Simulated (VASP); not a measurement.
Set up this calculation in VASP 6.6.1, as the native input.

* Task: relaxation of cell and atoms
* Functional: PBE
* Potentials or basis: VASP PAW PBE potentials, release 64 (Cd, Te)
* Cutoff: 520 eV
* k mesh: 8 × 8 × 8
* Occupations: gaussian, width 0.02 eV
* Spin: no spin polarisation
* Further INCAR settings: ALGO = Fast; EDIFF = 1e-07; IBRION = 2; EDIFFG = -0.002; NSW = 80; ISIF = 3

The structure of CdTe lies in POSCAR:

```
CdTe                                    
1.0
    0.0000000000      3.3114303548      3.3114303548
    3.3114303548     -0.0000000000      3.3114303548
    3.3114303548      3.3114303548     -0.0000000000
  Cd              Te            
     1     1
Direct
     0.0000000000000000    0.0000000000000000    0.0000000000000000
     0.2500000000000000    0.2500000000000000    0.2500000000000000
```

One way to write it, as run:

INCAR

```
  PREC = Accurate
  ENCUT = 520
  EDIFF = 1E-7
  ISMEAR = 0
  SIGMA = 0.02
  LREAL = F
  LASPH = T
  NELM = 60
  ALGO = Fast
  ISIF = 3
  LWAVE = F
  LCHARG = F
  GGA = PE
  IBRION = 2
  NSW = 80
  EDIFFG = -0.002
  KPAR = 4
```

KPOINTS

```
Automatic mesh
0
Gamma
  8 8 8
```

Potentials or basis: VASP PAW PBE potentials, release 64 (Cd, Te).

Run with:

```bash
$ cat potpaw_PBE.64/Cd/POTCAR potpaw_PBE.64/Te/POTCAR > POTCAR
$ mpirun -np 4 vasp_std > vasp.out
```

It gave:

| Item | Value |
| --- | --- |
| Relaxed volume | 36.35 Å³/atom |
| Relaxed cell | a = 4.685 Å, b = 4.685 Å, c = 4.685 Å, α = 60.00°, β = 60.00°, γ = 60.00° |
| Space group after relaxing (to 0.05 Å) | F-43m (No. 216) |
| Energy gained by relaxing | 0.0 meV/atom |
| Ionic steps | 2 |
| Pressure after relaxing | 0.0 GPa |
| Band gap on the k mesh | 0.57 eV, direct |

Caveat: spin-orbit coupling is left out, which moves the levels of the heavy elements.

Wall time 21 s on 4 MPI ranks on Intel(R) Xeon(R) Platinum 8259CL CPU @ 2.50GHz (Skylake/Cascade Lake), with other jobs on the host, peak memory 0.22 GiB a rank.
